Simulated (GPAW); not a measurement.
# Sn (I4_1/amd) in GPAW: a series of runs

One crystal, Sn, is run at these levels: PBE; tasks: single point.

All numbers are computed with GPAW 26.7.0; they aren't measurements. Logs are shortened: lines on timing, memory, paths and dates and some standing lists are left out, and cuts for length are marked. The log counts tension as positive stress, the text compression.

## Step 1: The crystal as given

The structure is tetragonal, space group I4_1/amd (No. 141). Conventional cell: a = 5.880 Å, b = 5.880 Å, c = 3.199 Å, α = 90.00°, β = 90.00°, γ = 90.00°. Around Sn (site symmetry -4m2) lie 6 Sn at 3.05 to 3.20 Å.

## Step 2: Single point, PBE

The input, run.py:

```python
from ase.dft.bandgap import bandgap
from ase.io import read, write
from ase.units import Bohr, GPa
from gpaw import GPAW, PW
from gpaw.elf import elf_from_dft_calculation

atoms = read('POSCAR')

calc = GPAW(mode=PW(600),
            xc='PBE',
            kpts={'size': (9, 9, 9), 'gamma': True},
            occupations={'name': 'methfessel-paxton', 'order': 0, 'width': 0.019000000000000003},
            nbands=24,
            convergence={'density': 1e-05, 'energy': 1e-05},
            maxiter=150,
            txt='gpaw.txt')
atoms.calc = calc
energy = atoms.get_potential_energy()
forces = atoms.get_forces()
stress = atoms.get_stress()
calc.write('gs.gpw')
write('result.traj', atoms)
print(f'Energy: {energy:.6f} eV')
print('Forces (eV/A):')
print(forces.round(4))
print('Stress (GPa):', (stress / GPa).round(3))
print('Fermi level:', round(calc.get_fermi_level(), 4), 'eV')
print(f'Gap: {bandgap(calc)[0]:.4f} eV, direct: {bandgap(calc, direct=True)[0]:.4f} eV')

# fields on the real-space grid
write('density.cube', atoms, data=calc.get_pseudo_density() * Bohr**3)
write('potential.cube', atoms, data=calc.get_electrostatic_potential())
write('elf.cube', atoms, data=elf_from_dft_calculation(calc).data)
```

The input, POSCAR:

```
Sn
1.0
   -2.9401404553      2.9401404553      1.5993019889
    2.9401404553     -2.9401404553      1.5993019889
    2.9401404553      2.9401404553     -1.5993019889
Sn
2
Direct
    0.0000000000      0.0000000000      0.0000000000
    0.7500000000      0.2500000000      0.5000000000
```

Potentials or basis: GPAW PAW data sets (gpaw-data 1.2.1), pw.

Launch:

```sh
OMP_NUM_THREADS=1 python run.py
```

gpaw.txt:

```text
__  _  _
 | _ |_)|_||  |
 |__||  | ||/\| - 26.7.0

Input parameters:
  mode=PW(ecut=600.0),
  convergence={'density': 1e-05, 'energy': 1e-05},
  kpts=MonkhorstPack(size=(9, 9, 9), gamma=True),
  maxiter=150,
  nbands=24,
  occupations=Occupations(name='methfessel-paxton', order=0, width=0.019000000000000003),
  xc=XC(name='PBE')

Diagonalizing LCAO Hamiltonian
Converting LCAO to pw mode

         Sn

       Sn

Atoms  # Å, Bohr magnetons
|   | symbol |        x |        y |        z |    initial magnetic moments |
|---|--------|----------|----------|----------|-----------------------------|
| 0 |     Sn | 0.000000 | 0.000000 | 0.000000 | ( 0.0000,  0.0000,  0.0000) |
| 1 |     Sn | 0.000000 | 2.940140 | 0.799651 | ( 0.0000,  0.0000,  0.0000) |

Unit cell  # Å
| periodic |         x |         y |         z |  lengths |     angles |
|----------|-----------|-----------|-----------|----------|------------|
|      yes | -2.940140 |  2.940140 |  1.599302 | 4.454954 |  97.404686 |
|      yes |  2.940140 | -2.940140 |  1.599302 | 4.454954 |  97.404686 |
|      yes |  2.940140 |  2.940140 | -1.599302 | 4.454954 | 137.923144 |

Number of symmetries: 8
Symmetry operations  # r_c * U_cc + t_c -> r_c
|   | kind |            matrix            |
|---|------|------------------------------|
| 0 |  σ   |  1, 1, 1,  0, 0,-1,  0,-1, 0 |
| 1 |  E   |  1, 0, 0,  0, 1, 0,  0, 0, 1 |
| 2 |  C2  |  0, 1, 0,  1, 0, 0, -1,-1,-1 |
| 3 |  S4  |  0, 0, 1, -1,-1,-1,  0, 1, 0 |
| 4 |  σ   |  0, 0,-1,  1, 1, 1, -1, 0, 0 |
| 5 |  C2  |  0,-1, 0, -1, 0, 0,  0, 0,-1 |
| 6 |  C2  | -1, 0, 0,  0,-1, 0,  1, 1, 1 |
| 7 |  S4  | -1,-1,-1,  0, 0, 1,  1, 0, 0 |

BZ-sampling:
  Number of BZ points: 729
  Number of IBZ points: 75

  Monkhorst-Pack size: [9, 9, 9]
  Monkhorst-Pack shift: [0, 0, 0]

K-points  # in reciprocal-cell coordinates
|     |                                coordinates |     weight |
|-----|--------------------------------------------|------------|
|   0 | (  0.00000000,   0.00000000,   0.00000000) | 0.00137174 |
|   1 | (  0.11111111,  -0.11111111,   0.00000000) | 0.00548697 |
|   2 | (  0.11111111,  -0.11111111,   0.11111111) | 0.00548697 |
|   3 | (  0.11111111,   0.00000000,   0.00000000) | 0.01097394 |
|   4 | (  0.11111111,   0.11111111,  -0.11111111) | 0.00274348 |
|   5 | (  0.22222222,  -0.22222222,   0.00000000) | 0.00548697 |
|   6 | (  0.22222222,  -0.22222222,   0.11111111) | 0.01097394 |
|   7 | (  0.22222222,  -0.22222222,   0.22222222) | 0.00548697 |
|   8 | (  0.22222222,  -0.11111111,   0.00000000) | 0.02194787 |
|   9 | (  0.22222222,  -0.11111111,   0.11111111) | 0.01097394 |
| ... |                                            |            |
|  74 | (  0.44444444,   0.44444444,   0.44444444) | 0.01097394 |

Plane wave coefficients: 1880
Cutoff: 600.0 eV

Spin-components: 1 (collinear spins)
Bands:           24
Projectors:      12
Spin-degeneracy: 2
Datatype:        complex128

Parallelization:
  kpt:    1
  domain: 1
  band:   1

Density:
  Valence electrons: 28.0
  Components: 1
  Grid points: [27 27 27]
  Charge: 0.0  # |e|

Potential:
  Grid points: [27 27 27]

species:
  Sn:
    name:    Tin
    Z:       50.0
    valence: 14
    core:    36
    charge:  0.0  # [|e|]
    compensation charges:
      type: gauss
      rc: 0.38  # [Å]
      lmax: 2
    cutoffs:
      filter: 2.23  # [Å]
      core: 2.35  # [Å]
    projectors
    | kind |    occ | energy [eV] | rcut [Å] |
    |------|--------|-------------|----------|
    |   5s |  2.000 |     -10.538 |    1.201 |
    |   5p |  2.000 |      -3.696 |    1.270 |
    |   4d | 10.000 |     -25.845 |    1.185 |
    |    s |        |      16.674 |    1.201 |
    |    p |        |      23.515 |    1.270 |
    |    d |        |       1.367 |    1.185 |

    Using partial waves for Sn as LCAO basis

Reference energy: -336021.386614  # eV

eigensolver:
  PPCG
  Converge bands: occupied
  niter=2

density mixing:
  MSR1-Mixer
  Pratt-step length: 0.05
  Maximum mixing coefficient: 0.75
  Old densities: 10
  SVD Regularization: 0.005
  Good broyden scale: 1.0
  Trust region scale: 1.0
  Backstep threshold: 4.0
  History deletion threshold: 6.0
  Fourier metric: weight=20.0, sigma=0.015

occupation numbers:
  Methfessel-Paxton:
    width: 0.0190  # eV
    order: 0

poisson solver:
  ecut: 4800.0  # eV

xc functional:
  name: PBE with 2 nearest neighbor stencil

convergence criteria:
- Maximum integral of absolute [dens]ity change: 1e-05 electrons / valence electron
- Maximum [total energy] change in last 3 cyles: 1e-05 eV / valence electron
- Maximum integral of absolute [eigenst]ate change: 4e-08 eV^2 / valence electron
maximum number of iterations: 150

SCF iterations
|iter     | |      energy | eigst |  dens |
|---------|-|-------------|-------|-------|
|iter:   1| |   -8.027838 | -0.05 |       |
|iter:   2| |   -8.028960 | -2.53 | -1.68 |
|iter:   3| |   -8.019505 | -2.71 | -1.71 |
|iter:   4| |   -8.022151 | -3.47 | -2.16 |
|iter:   5| |   -8.022556 | -4.46 | -2.76 |
|iter:   6| |   -8.022570 | -6.06 | -3.61 |
|iter:   7| |   -8.022571c| -7.18 | -4.28 |
|iter:   8| |   -8.022571c| -7.84c| -5.04c|

Converged in 8 steps
Energy contributions relative to reference atoms: (reference = -336021.386614)

Energy contributions:
  Kinetic:           9.034895
  Coulomb:          -8.499788
  Zero:              0.012845
  External:          0.000000
  Xc:               -8.570368
  Entropy:          -0.000310
  Spinorbit:         0.000000
  ----------------------------
  Free energy:      -8.022726
  Extrapolated:     -8.022571

dipole moment: (-16.426384, -3.457400, -5.407935)  # |e|*Ang

Fermi level: 6.904
Eigenvalues  # (at kpt = [0.000, 0.000, 0.000])
| band index |      eig [eV] | occ [0-2] |
|------------|---------------|-----------|
|          0 |       -14.717 |     2.000 |
|        ... |               |           |
|          6 |       -14.437 |     2.000 |
|          7 |       -14.437 |     2.000 |
|          8 |       -14.355 |     2.000 |
|          9 |       -14.249 |     2.000 |
|         10 |        -4.079 |     2.000 |
|         11 |         3.222 |     2.000 |
[... 8 lines left out ...]
|         20 |        17.303 |     0.000 |
|         21 |        17.997 |     0.000 |
|        ... |               |           |
|         23 |        18.356 |     0.000 |

No gap
No difference between direct/indirect transitions

Forces  # eV/Ang
|        x |        y |       z |
|----------|----------|---------|
|  0.00000 | -0.00000 | 0.00000 |  # Sn   0
| -0.00000 |  0.00000 | 0.00000 |  # Sn   1

Stress tensor  # eV/Ang^3
|         x |         y |         z |
|-----------|-----------|-----------|
| -0.007757 |  0.000000 |  0.000000 |
|  0.000000 | -0.007757 | -0.000000 |
|  0.000000 | -0.000000 | -0.005886 |

# Writing to gs.gpw (mode='')
```

Wall time 51 s (1 thread of Arm Neoverse V2, shared host); peak memory 0.22 GiB.

Results:

```yaml
Free_energy: -8.0227 eV
Pressure: 1.1 GPa
Band_gap_on_the_k_mesh: none (metal or under the smearing width)
```

Levels at points of the mesh, in eV from the Fermi level:
```tsv
k point	band 10	band 11	band 12	band 13	band 14	band 15	band 16	band 17	band 18	band 19
(0.00, 0.00, 0.00)	-21.15	-10.98	-3.68	-1.95	-1.95	3.00	6.11	6.11	6.73	6.83
```

## Step 3: Single point, PBE

The input, run.py:

```python
from ase import Atoms
from ase.dft.bandgap import bandgap
from ase.io import write
from ase.units import GPa
from gpaw import GPAW, PW

atoms = Atoms(['Sn', 'Sn'],
              cell=[[-2.9401404553, 2.9401404553, 1.5993019889],
                    [2.9401404553, -2.9401404553, 1.5993019889],
                    [2.9401404553, 2.9401404553, -1.5993019889]],
              scaled_positions=[[0.0, 0.0, 0.0],
                                [0.75, 0.25, 0.5]],
              pbc=True)

calc = GPAW(mode=PW(600),
            xc='PBE',
            kpts={'size': (9, 9, 9), 'gamma': True},
            occupations={'name': 'methfessel-paxton', 'order': 0, 'width': 0.02},
            nbands=24,
            convergence={'density': 1e-05, 'energy': 1e-05},
            maxiter=150,
            txt='gpaw.txt')
atoms.calc = calc
energy = atoms.get_potential_energy()
forces = atoms.get_forces()
stress = atoms.get_stress()
calc.write('gs.gpw')
write('result.traj', atoms)
print(f'Energy: {energy:.6f} eV')
print('Forces (eV/A):')
print(forces.round(4))
print('Stress (GPa):', (stress / GPa).round(3))
print('Fermi level:', round(calc.get_fermi_level(), 4), 'eV')
print(f'Gap: {bandgap(calc)[0]:.4f} eV, direct: {bandgap(calc, direct=True)[0]:.4f} eV')
```

Potentials or basis: GPAW PAW data sets (gpaw-data 1.2.1), pw.

Launch:

```sh
OMP_NUM_THREADS=1 python run.py
```

It took 51 s on 1 thread of Arm Neoverse V2, shared host; peak memory 0.22 GiB.

The run converged. Its results:

```yaml
Free_energy: -8.0227 eV
Pressure: 1.1 GPa
Band_gap_on_the_k_mesh: none (metal or under the smearing width)
```

Stress tensor (GPa, compression positive):
```
1.24 0.00 0.00
0.00 1.24 0.00
0.00 0.00 0.95
```

Levels at points of the mesh, in eV from the Fermi level:
```
           k point  band 11  band 12  band 13  band 14  band 15  band 16  band 17  band 18
(0.00, 0.00, 0.00)   -10.98    -3.68    -1.95    -1.95     3.00     6.11     6.11     6.73
```
